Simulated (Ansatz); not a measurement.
Zone-centre phonons of Ge at 7 GPa: input and output

Theory: Ansatz, DFT PBE, scalar-relativistic, plane waves, PAW.

Launched with:
```bash
ansatz run input.yaml --threads 1 --pin off --max-ram 3072MiB --backend cpu --events-out ev --progress --plain --runs-dir out
```

Input (bare energies are in eV):
```yaml
crystal:
  lattice:
    - [3.9294209419, 0.0, 0.0]
    - [-1.964710471, 3.4029783578, 0.0]
    - [0.0, 0.0, 6.4958733275]
  atoms:
    - { symbol: Ge, position: [0.6666666667, 0.3333333333, 0.0632623178] }
    - { symbol: Ge, position: [0.3333333333, 0.6666666667, 0.5632623178] }
    - { symbol: Ge, position: [0.6666666667, 0.3333333333, 0.4367376822] }
    - { symbol: Ge, position: [0.3333333333, 0.6666666667, 0.9367376822] }
basis:
  ecutwfc: 420
kpoints:
  mp_grid: { grid: [12, 12, 8] }
hamiltonian:
  xc: pbe
scf:
  occupations: { method: fermi_dirac, width: 0.15 }
output:
  eigenvalues: true
phonons:
  method: dfpt
  eigenvectors: true
```

The end of the output:
```
--- Phonons (Γ-DFPT): 2 representative perturbations + reference, on 320 of 1152 k-points (Σ response iterations 17) ---
  k mesh reduced under 2 symmetry operations, with k and −k counted as one. Each operation leaves every solved perturbation unchanged. A smaller set is not used because it would not reduce the number of displacements ...
  ASR residual: 2.877e-5 → 0.000e0 eV/Å²; symmetrization residual: 3.323e-6 eV/Å²
  ASR residual per site (eV/Å²): 2.88e-5 2.88e-5 2.88e-5 2.88e-5
  Γ frequencies (cm⁻¹): 0.00 0.00 0.00 43.86 43.86 217.03 259.30 293.69 293.69 303.67 303.87 303.87
  non-analytic LO–TO correction: not included (Born effective charges unavailable; polar crystals: no LO–TO splitting at Γ)
```

Time: 2.9 min on 1 thread of AMD EPYC 9R45 96-Core Processor (Zen 5), with other jobs on the host, peak memory 2.4 GiB.

Without a gap, frequencies and elastic constants depend on the k mesh and the smearing, soft modes and shear constants most. Other phases may be more stable at this pressure.

This form isn't the element's structure at ambient conditions. The bands only touch here, so at this level the crystal is a zero-gap semiconductor or semimetal, not an ordinary metal; spin–orbit coupling, left out, can open or move such a gap.